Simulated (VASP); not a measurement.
# ZnS (P3m1) in VASP: electric field gradients with PBE

Aim: the electric field gradients of ZnS with PBE.

Everything below comes from runs of VASP 6.6.1. Logs are shortened: lines on timing, memory, paths and dates and some standing lists are left out, and cuts for length are marked.

## Step 1: Starting point

It takes space group P3m1 (No. 156, trigonal). The conventional cell has a = 3.805 Å, b = 3.805 Å, c = 24.916 Å, α = 90.00°, β = 90.00°, γ = 120.00°. Zn (site symmetry 3m) is surrounded by 4 S at 2.33 Å. Zn (site symmetry 3m) is surrounded by 4 S at 2.33 Å. Around Zn (site symmetry 3m) lie 4 S at 2.33 Å. Zn (site symmetry 3m) has 4 S at 2.33 Å as nearest neighbours. Zn (site symmetry 3m) is surrounded by 4 S at 2.33 Å. Zn (site symmetry 3m) has 4 S at 2.33 Å as nearest neighbours. Zn (site symmetry 3m) has 4 S at 2.33 Å as nearest neighbours. Zn (site symmetry 3m) has 4 S at 2.33 Å as nearest neighbours.

Measurements of this composition are mostly on another form, of space group No. 216.

## Step 2: Electric field gradients, PBE

Contents of INCAR:

```
SYSTEM = ZnS
PREC = Accurate
ENCUT = 520
EDIFF = 1E-8
ISMEAR = -1
SIGMA = 0.02
LREAL = Auto
LASPH = .TRUE.
NELM = 100
ALGO = Fast
ISIF = 2
LWAVE = .FALSE.
LCHARG = .FALSE.
GGA = PE
LEFG = .TRUE.
NBANDS = 86
```

Contents of KPOINTS:

```
regular mesh
0
G
  8 8 2
  0 0 0
```

Contents of POSCAR:

```
ZnS
1.0
    3.8050880673      0.0000000000      0.0000000000
   -1.9025440336      3.2953029299      0.0000000000
    0.0000000000      0.0000000000     24.9159345000
Zn S
8 8
Direct
    0.3333333333      0.6666666667      0.1251184100
    0.0000000000      0.0000000000      0.0001589700
    0.6666666667      0.3333333333      0.6250474700
    0.6666666667      0.3333333333      0.8751387000
    0.0000000000      0.0000000000      0.7500222700
    0.3333333333      0.6666666667      0.5000781600
    0.0000000000      0.0000000000      0.3750879400
    0.6666666667      0.3333333333      0.2501284900
    0.6666666667      0.3333333333      0.3437219900
    0.6666666667      0.3333333333      0.7185811600
    0.3333333333      0.6666666667      0.2187340500
    0.0000000000      0.0000000000      0.8436723900
    0.6666666667      0.3333333333      0.9688127500
    0.0000000000      0.0000000000      0.0937260600
    0.3333333333      0.6666666667      0.5936859800
    0.0000000000      0.0000000000      0.4686862100
```

Potentials or basis: VASP PAW PBE potentials, release 64 (Zn, S).

Command:

```sh
> cat potpaw_PBE.64/Zn/POTCAR potpaw_PBE.64/S/POTCAR > POTCAR
> mpirun -np 1 vasp_std > vasp.out
```

OUTCAR:

```text
SYSTEM = ZnS
   PREC = Accurate
   ENCUT = 520
   EDIFF = 1E-8
   ISMEAR = -1
   LREAL = Auto
   LASPH = .TRUE.
   NELM = 100
   ISIF = 2
   GGA = PE

 ion  position               nearest neighbor table
   1  0.333  0.667  0.125-  14 2.33  14 2.33  14 2.33  11 2.33
   2  0.000  0.000  0.000-  14 2.33  13 2.33  13 2.33  13 2.33
   3  0.667  0.333  0.625-  10 2.33  15 2.33  15 2.33  15 2.33
   4  0.667  0.333  0.875-  12 2.33  12 2.33  12 2.33  13 2.33
   5  0.000  0.000  0.750-  10 2.33  10 2.33  10 2.33  12 2.33
   6  0.333  0.667  0.500-  16 2.33  16 2.33  16 2.33  15 2.33
[... 8 lines left out ...]
  15  0.333  0.667  0.594-   3 2.33   3 2.33   3 2.33   6 2.33
  16  0.000  0.000  0.469-   6 2.33   6 2.33   6 2.33   7 2.33

  LATTYP: Found a hexagonal cell.
 ALAT       =     3.8050880673
 C/A-ratio  =     6.5480572484

  Lattice vectors:

 A1 = (   3.8050880673,   0.0000000000,   0.0000000000)
 A2 = (  -1.9025440336,   3.2953029299,   0.0000000000)
 A3 = (   0.0000000000,   0.0000000000,  24.9159345000)

Analysis of symmetry for initial positions (statically):
=====================================================================
 Subroutine PRICEL returns:
 Original cell was already a primitive cell.

 Routine SETGRP: Setting up the symmetry group for a
 hexagonal supercell.

 Subroutine GETGRP returns: Found  6 space group operations
 (whereof  6 operations were pure point group operations)
 out of a pool of 24 trial point group operations.

The static configuration has the point symmetry C_3v.

Analysis of symmetry for dynamics (positions and initial velocities):
=====================================================================
 Subroutine PRICEL returns:
 Original cell was already a primitive cell.

 Routine SETGRP: Setting up the symmetry group for a
 hexagonal supercell.

 Subroutine GETGRP returns: Found  6 space group operations
 (whereof  6 operations were pure point group operations)
 out of a pool of 24 trial point group operations.

The dynamic configuration has the point symmetry C_3v.

 Subroutine INISYM returns: Found  6 space group operations
 (whereof  6 operations are pure point group operations),
 and found     1 'primitive' translations

----------------------------------------------------------------------------------------

                                     Primitive cell

  volume of cell :     312.4189

  direct lattice vectors                    reciprocal lattice vectors
     3.805088067  0.000000000  0.000000000     0.262806007  0.151731119  0.000000000
    -1.902544034  3.295302930  0.000000000     0.000000000  0.303462237  0.000000000
     0.000000000  0.000000000 24.915934500     0.000000000  0.000000000  0.040134959

  length of vectors
     3.805088067  3.805088067 24.915934500     0.303462237  0.303462237  0.040134959

  position of ions in fractional coordinates (direct lattice)
     0.333333333  0.666666667  0.125118410
     0.000000000  0.000000000  0.000158970
     0.666666667  0.333333333  0.625047470
     0.666666667  0.333333333  0.875138700
     0.000000000  0.000000000  0.750022270
     0.333333333  0.666666667  0.500078160
[... 8 lines left out ...]
     0.333333333  0.666666667  0.593685980
     0.000000000  0.000000000  0.468686210

  ion indices of the primitive-cell ions
   primitive index   ion index
                 1           1
                 2           2
                 3           3
                 4           4
                 5           5
                 6           6
[... 8 lines left out ...]
                15          15
                16          16

----------------------------------------------------------------------------------------

 KPOINTS: regular mesh

[... 63 lines left out ...]
   LREAL  =      T    real-space projection
   EDIFFG = 0.1E-06   stopping-criterion for IOM
   NSW    =      0    number of steps for IOM
   IBRION =     -1    ionic relax: 0-MD 1-quasi-New 2-CG
   NFREE  =      0    steps in history (QN), initial steepest desc. (CG)
   ISIF   =      2    stress and relaxation
   ISYM   =      2    0-nonsym 1-usesym 2-fastsym
   POTIM  = 0.5000    time-step for ionic-motion
   TEBEG  =    0.0;   TEEND  =   0.0 temperature during run
   PSTRESS=    0.0 pullay stress
   NELECT =     144.0000    total number of electrons
   NUPDOWN=      -1.0000    fix difference up-down
   EMIN   =  10.00;   EMAX   =-10.00  energy-range for DOS
   EFERMI =   0.00;   METHOD = LEGACY
   ISMEAR =    -1;   SIGMA  =   0.02  broadening in eV -4-tet -1-fermi 0-gaus
   EFERMI_NEDOS =   21; number of points for ismear=-14 and -15
   IALGO  =     68    algorithm
   IMIX   =      4    mixing-type and parameters
     AMIX     =   0.40;   BMIX     =  1.00
     AMIX_MAG =   1.60;   BMIX_MAG =  1.00
  volume/ion in A,a.u.               =      19.53       131.77
  Fermi-wavevector in a.u.,A,eV,Ry     =   1.264591  2.389730 21.758289  1.599189
  Thomas-Fermi vector in A             =   2.397888
   LORBIT       =      0    0 simple, 1 ext, 2 COOP (PROOUT), +10 PAW based schemes
   GGA     = PE    functional components
   LHFCALC =     F    Hartree Fock is set to
   AEXX    =    0.0000 exact exchange contribution
   IVDW    =     0    specifies the selected vdW correction
   LEPSILON=     F    determine dielectric tensor
   LRPA    =     F    only Hartree local field effects (RPA)
 non-spin polarized calculation
 RMM-DIIS sequential band-by-band and
  energy-cutoff  :      520.00
  volume of cell :      312.42
 maximum number of plane-waves:      8463
   NGX = 15   NGY = 15   NGZ = 93

 number of electron     143.9999939 magnetization

 Free energy of the ion-electron system (eV)
  ---------------------------------------------------
  ext. energy  EPLUGINS =         0.00000000
  ---------------------------------------------------
  free energy    TOTEN  =       -54.72721054 eV

  energy without entropy =      -54.72721054  energy(sigma->0) =      -54.72721054

 E-fermi :   2.6237     XC(G=0):  -9.6767

 val. band max:        2.2105514837   @ k =   0.0000   0.0000   0.0000
 cond. band min:       4.3828040876   @ k =   0.0000   0.0000   0.0000
 fundamental gap:      2.1722526039
 Fermi energy:         2.6236940009

 k-point     1 :       0.0000    0.0000    0.0000
  band No.  band energies     occupation
      1     -11.0120      2.00000
      2     -10.8948      2.00000
      3     -10.8906      2.00000
      4     -10.5822      2.00000
      5     -10.5819      2.00000
      6     -10.2313      2.00000
[... 1729 lines left out ...]
     83       8.2051      0.00000
     84       8.2590      0.00000
 [bands above 84 left out]

------------------------ aborting loop because EDIFF is reached ----------------------------------------

  FORCE on cell =-STRESS in cart. coord.  units (eV):
  Direction    XX          YY          ZZ          XY          YZ          ZX
  --------------------------------------------------------------------------------------
  -------------------------------------------------------------------------------------
  Total        5.0544931      5.0544931      4.9240138      0.0000000      0.0000000      0.0000000
  in kB       25.9209520     25.9209520     25.2518156      0.0000000      0.0000000      0.0000000
  external PRESSURE =      25.6979066 kB  Pullay stress =       0.0000000 kB

 VOLUME and BASIS-vectors are now :
 -----------------------------------------------------------------------------
  energy-cutoff  :      520.00
  volume of cell :      312.42
      direct lattice vectors                 reciprocal lattice vectors
     3.805088067  0.000000000  0.000000000     0.262806007  0.151731119  0.000000000
    -1.902544034  3.295302930  0.000000000     0.000000000  0.303462237  0.000000000
     0.000000000  0.000000000 24.915934500     0.000000000  0.000000000  0.040134959

 POSITION                                       TOTAL-FORCE (eV/Angst)
 -----------------------------------------------------------------------------------
     -0.00000      2.19687      3.11744        -0.000000      0.000000     -0.004929
      0.00000      0.00000      0.00396         0.000000      0.000000      0.004086
      1.90254      1.09843     15.57364        -0.000000      0.000000     -0.013714
      1.90254      1.09843     21.80490        -0.000000     -0.000000      0.001025
      0.00000      0.00000     18.68751         0.000000      0.000000     -0.008982
     -0.00000      2.19687     12.45991        -0.000000      0.000000     -0.005848
[... 8 lines left out ...]
     -0.00000      2.19687     14.79224         0.000000      0.000000      0.002042
      0.00000      0.00000     11.67775         0.000000      0.000000      0.007325
 -----------------------------------------------------------------------------------
    total drift:                               -0.000000     -0.000007      0.003459

  FREE ENERGIE OF THE ION-ELECTRON SYSTEM (eV)
  ---------------------------------------------------
  free  energy   TOTEN  =       -54.7272105423 eV

  energy  without entropy=      -54.7272105422  energy(sigma->0) =      -54.72721054

 Electric field gradients (V/A^2)
---------------------------------------------------------------------
 ion       V_xx      V_yy      V_zz      V_xy      V_xz      V_yz
---------------------------------------------------------------------
   1      -0.037    -0.030     0.067     0.006     0.000    -0.000
   2      -0.227    -0.227     0.454     0.001     0.000    -0.000
   3       0.054     0.060    -0.114     0.006     0.000    -0.000
   4       0.239     0.246    -0.485     0.006    -0.000     0.000
   5       0.434     0.435    -0.869     0.000     0.000    -0.000
   6      -0.011    -0.005     0.016     0.006     0.000    -0.000
[... 8 lines left out ...]
  15      -0.433    -0.433     0.867    -0.000     0.000    -0.000
  16      -0.451    -0.451     0.902     0.001     0.000    -0.000
---------------------------------------------------------------------

 Electric field gradients after diagonalization (V/A^2)
 (convention: |V_zz| > |V_xx| > |V_yy|)
----------------------------------------------------------------------
 ion       V_xx      V_yy      V_zz     asymmetry (V_yy - V_xx)/ V_zz
----------------------------------------------------------------------
   1      -0.040    -0.027     0.067       0.194
   2      -0.228    -0.226     0.454       0.003
   3       0.064     0.051    -0.114       0.114
   4       0.249     0.236    -0.485       0.027
   5       0.435     0.434    -0.869       0.001
   6      -0.014    -0.001     0.016       0.813
[... 8 lines left out ...]
  15      -0.434    -0.433     0.867       0.001
  16      -0.452    -0.450     0.902       0.001
----------------------------------------------------------------------

           NMR quadrupolar parameters

 Cq : quadrupolar parameter    Cq=e*Q*V_zz/h
 eta: asymmetry parameters     (V_yy - V_xx)/ V_zz
 Q  : nuclear electric quadrupole moment in mb (millibarn)
----------------------------------------------------------------------
 ion       Cq(MHz)       eta       Q (mb)
----------------------------------------------------------------------
   1       0.000       0.194       1.000
   2       0.001       0.003       1.000
   3      -0.000       0.114       1.000
   4      -0.001       0.027       1.000
   5      -0.002       0.001       1.000
   6       0.000       0.813       1.000
[... 8 lines left out ...]
  15       0.002       0.001       1.000
  16       0.002       0.001       1.000
----------------------------------------------------------------------
```

Wall time 13 min (1 thread of Intel Xeon 6975P-C (Granite Rapids), shared host); peak memory 0.58 GiB.

What came out:

```
Free energy            : -54.7272 eV
Pressure               : 2.6 GPa
Largest force          : 0.014 eV/Å
Band gap on the k mesh : 2.17 eV, direct
```

Forces on the atoms (eV/Å):
```
Zn   0.000  0.000 -0.005
Zn   0.000  0.000  0.004
Zn   0.000  0.000 -0.014
Zn   0.000  0.000  0.001
Zn   0.000  0.000 -0.009
Zn   0.000  0.000 -0.006
Zn   0.000  0.000 -0.004
Zn   0.000  0.000 -0.009
S    0.000  0.000  0.005
S    0.000  0.000 -0.001
S    0.000  0.000  0.004
S    0.000  0.000  0.006
S    0.000  0.000  0.008
S    0.000  0.000  0.009
S    0.000  0.000  0.002
S    0.000  0.000  0.007
```

Electric field gradients, principal values (V/Å²):
```tsv
atom	Vxx	Vyy	Vzz
1 Zn	-0.027	-0.040	0.067
2 Zn	-0.226	-0.228	0.454
3 Zn	0.051	0.064	-0.114
4 Zn	0.236	0.249	-0.485
5 Zn	0.434	0.435	-0.869
6 Zn	-0.001	-0.014	0.016
7 Zn	-0.022	-0.023	0.045
8 Zn	0.013	0.026	-0.039
9 S	-0.423	-0.424	0.846
10 S	-0.621	-0.622	1.242
11 S	-0.471	-0.472	0.944
12 S	-1.439	-1.440	2.880
13 S	-1.189	-1.190	2.379
14 S	-0.465	-0.466	0.931
15 S	-0.433	-0.434	0.867
16 S	-0.450	-0.452	0.902
```
